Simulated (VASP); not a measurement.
# Driving VASP from ASE on MgO (Periclase), part 4 of 4

Do ASE scripts that read MgO (Periclase) from different structure formats give one answer, and do several routes find one equilibrium volume? All runs use LDA. Left out of this account: 1 further run (fields: a reference on another mesh). The start is a cell from a database of measured crystal structures.

VASP 6.6.1; LDA; plane waves and PAW (Mg, O).

So far. Step 4 (Relaxing cell and atoms (LDA, through ASE)): It ends with forces that vanish by symmetry and a pressure of 0.02 GPa. Step 5 (Equation of state by an ASE loop (LDA)): The fitted volume lies +0.14 % from the relaxed one.

The database entry behind the starting cell differs from later determinations by our own check (about 0.1 % long), so it need not match the best structure at ambient conditions.

### Step 6. BFGS in ASE (LDA) (continued)

OUTCAR, selected parts (step 6):

```text
   ENCUT  =  520.0 eV  38.22 Ry    6.18 a.u.   5.45  5.45  5.45*2*pi/ulx,y,z

   NELECT =       8.0000    total number of electrons

 E-fermi :   4.2591

 k-point     1 :       0.0000    0.0000    0.0000
  band No.  band energies     occupation
      1     -14.0089      2.00000
      2       3.2484      2.00000
      3       3.2484      2.00000
      4       3.2484      2.00000
      5       8.3796      0.00000
      6      19.0300      0.00000
      7      19.0300      0.00000
      8      19.0300      0.00000
      9      23.1799      0.00000
    ...

  Total       -0.0024785     -0.0024785     -0.0024785      0.0000000      0.0000000      0.0000000
  in kB       -0.2228407     -0.2228407     -0.2228407      0.0000000      0.0000000      0.0000000
  external PRESSURE =      -0.2228407 kB  Pullay stress =       0.0000000 kB

 POSITION                                       TOTAL-FORCE (eV/Angst)
 -----------------------------------------------------------------------------------
      0.00000      0.00000      0.00000         0.000000      0.000000     -0.000000
      2.07313      2.07313      2.07313        -0.000000     -0.000000      0.000000
 -----------------------------------------------------------------------------------
    total drift:                               -0.000000     -0.000000      0.000000

  FREE ENERGIE OF THE ION-ELECTRON SYSTEM (eV)
  ---------------------------------------------------
  free  energy   TOTEN  =       -13.4454813935 eV

  energy  without entropy=      -13.4454813935  energy(sigma->0) =      -13.44548139

[... 4 parts as in an earlier step ...]

[... 12 further parts left out ...]
```

This step gave:

- optimizer steps: 3
- volume after bfgs: 8.910 Å³/atom

### Step 7. Self-consistent run (LDA, through ASE), changed input

A single point gives energy, forces and stress at these settings. Some settings are moved from the usual, to see what they do.

The input, run.py:

```python
import numpy as np
from ase.calculators.vasp import Vasp
from ase import Atoms
from ase.dft.bandgap import bandgap

atoms = Atoms(['Mg', 'O'],
              cell=[[0.0, 2.1085, 2.1085], [2.1085, 0.0, 2.1085], [2.1085, 2.1085, 0.0]],
              scaled_positions=[[0.0, 0.0, 0.0], [0.5, 0.5, 0.5]],
              pbc=True)

calc = Vasp(
    xc='lda',
    pp='LDA',
    prec='Normal',
    encut=520,
    ediff=1e-06,
    nelm=100,
    ismear=-1,
    sigma=0.05,
    lreal=False,
    algo='Normal',
    nbands=10,
    lorbit=11,
    lwave=False,
    lcharg=False,
    kpar=2,
    isif=2,
    pp_version='64',
    setups={'Mg': '', 'O': ''},
    kpts=(10, 10, 10),
    gamma=True,
    txt='vasp.out',
)
atoms.calc = calc

print("energy (eV):", round(atoms.get_potential_energy(), 6))
print("Fermi level (eV):", round(calc.get_fermi_level(), 4))
print("forces (eV/A):")
print(np.round(atoms.get_forces(), 4))
print("stress (GPa, Voigt, tension positive):", np.round(atoms.get_stress() * 160.21766, 3))
gap, p1, p2 = bandgap(calc, direct=False)
print("gap on the mesh (eV):", round(gap, 4))
```

Potentials, in the order of the species: Mg and O (LDA family, release 64).

On the command line:

```bash
$ export ASE_VASP_COMMAND="mpirun -np 2 vasp_std"
$ python run.py
```

What it wrote:

```text
energy (eV): -13.421615
Fermi level (eV): 3.9114
forces (eV/A):
[[-0. -0.  0.]
 [ 0.  0.  0.]]
stress (GPa, Voigt, tension positive): [ 8.206  8.206  8.206 -0.    -0.    -0.   ]
gap on the mesh (eV): 4.6225
```

Elapsed: 5.2 s, on 2 MPI ranks of AMD EPYC 7R43, shared host; peak memory 0.16 GiB; 7.6 s of CPU time.

The INCAR that ASE wrote:

```
ENCUT = 520.000000
SIGMA = 0.050000
EDIFF = 1.00e-06
ALGO = Normal
PREC = Normal
ISIF = 2
ISMEAR = -1
KPAR = 2
LORBIT = 11
NBANDS = 10
NELM = 100
LCHARG = .FALSE.
LWAVE = .FALSE.
LREAL = .FALSE.
```

The KPOINTS that ASE wrote:

```
KPOINTS created by Atomic Simulation Environment
0
Gamma
10 10 10
0 0 0
```

vasp.out:

```text
[... set-up lines as in an earlier step ...]
 entering main loop
       N       E                     dE             d eps       ncg     rms          rms(c)
DAV:   1     0.132128415354E+02    0.13213E+02   -0.47012E+03  1052   0.708E+02
DAV:   2    -0.144005167131E+02   -0.27613E+02   -0.26202E+02  1062   0.140E+02
DAV:   3    -0.149897987129E+02   -0.58928E+00   -0.58855E+00  1122   0.187E+01
DAV:   4    -0.149911887060E+02   -0.13900E-02   -0.13900E-02  1056   0.994E-01
DAV:   5    -0.149911922157E+02   -0.35097E-05   -0.35096E-05  1068   0.487E-02    0.704E+00
DAV:   6    -0.134870732847E+02    0.15041E+01   -0.91160E+00   952   0.176E+01    0.228E+00
DAV:   7    -0.134461605335E+02    0.40913E-01   -0.65260E-02  1008   0.237E+00    0.128E+00
DAV:   8    -0.134219770269E+02    0.24184E-01   -0.30776E-02   954   0.192E+00    0.203E-01
DAV:   9    -0.134217517658E+02    0.22526E-03   -0.22550E-04  1080   0.124E-01    0.135E-01
DAV:  10    -0.134216153172E+02    0.13645E-03   -0.32023E-04   998   0.167E-01    0.799E-03
DAV:  11    -0.134216145181E+02    0.79913E-06   -0.37822E-06  1022   0.111E-02
   1 F= -.13421615E+02 E0= -.13421615E+02  d E =-.137013E-10
```

OUTCAR, selected parts (step 7):

```text
   NELECT =       8.0000    total number of electrons

 E-fermi :   3.9114

 k-point     5 :       0.4000    0.0000    0.0000
  band No.  band energies     occupation
      1     -12.9395      2.00000
      2      -1.4642      2.00000
      3       2.2504      2.00000
      4       2.2504      2.00000
      5      10.5212      0.00000
      6      15.0518      0.00000
      7      18.9323      0.00000
      8      18.9323      0.00000
      9      23.5537      0.00000
    ...

  Total       -0.9601878     -0.9601878     -0.9601878      0.0000000      0.0000000      0.0000000
  in kB      -82.0570589    -82.0570589    -82.0570589      0.0000000      0.0000000      0.0000000
  external PRESSURE =     -82.0570589 kB  Pullay stress =       0.0000000 kB

 POSITION                                       TOTAL-FORCE (eV/Angst)
 -----------------------------------------------------------------------------------
      0.00000      0.00000      0.00000        -0.000000     -0.000000      0.000000
      2.10850      2.10850      2.10850         0.000000      0.000000      0.000000
 -----------------------------------------------------------------------------------
    total drift:                               -0.000000     -0.000000     -0.000000

  FREE ENERGIE OF THE ION-ELECTRON SYSTEM (eV)
  ---------------------------------------------------
  free  energy   TOTEN  =       -13.4216145181 eV

  energy  without entropy=      -13.4216145181  energy(sigma->0) =      -13.42161452

[... 13 parts as in an earlier step ...]

[... 4 further parts left out ...]
```

PREC = Normal changes the FFT grids.

Numbers from this step:

| Property | Result |
| --- | --- |
| SCF cycles | 11 |
| free energy (TOTEN) | -13.42 eV |
| Fermi energy | 3.911 eV |
| pressure | -8.206 GPa |
| gap on the k-mesh | 4.623 eV |
| least direct gap on the k-mesh | 4.623 eV |

Against the sound run “Self-consistent run (LDA, through ASE)”, the energy at zero smearing moves by +0.0 meV an atom, the pressure by +0.00 GPa and the gap by +0.00 eV.

### Step 8. The runs together

```
                                                run  atoms      mesh  energy (eV/atom)  pressure (GPa)
               ASE, structure typed into the script      2  10×10×10          -6.71081          -8.209
ASE, structure read from a CIF with its space group      8     5×5×5          -6.71079          -8.230
```

### Step 9. Outcome

```
energy, ASE, structure typed into the script                : -6.71081 eV/atom
energy, ASE, structure read from a CIF with its space group : -6.71079 eV/atom
volume from VASP's own relaxation                           : 8.906 Å³/atom
volume from the fit of the ASE volume loop                  : 8.918 Å³/atom
volume from BFGS in ASE                                     : 8.910 Å³/atom
```

With the structure read from a CIF with its space group, ASE's run reproduces the energy of the first script. The routes to the equilibrium volume agree within 0.14 %. VASP's relaxation keeps the plane waves of its start, while ASE starts VASP afresh at each cell, and a loop at fixed shape can't relax anything but the volume.

[Lines on the potential files, build, host, timing and source positions are cut from VASP's logs without a mark.]

[Logs are printed without paths, hosts, clocks, repeated set-up lines and the standing remarks that a program may print on its own settings, such as how far it seeks lower states.]

[Hosts, paths, dates, database ids (printed as entryN), source tags and the programs' standing remarks are cut or masked in the printed files.]

[A measured line is paired with the nearest computed mode of its activity, which favours agreement.]
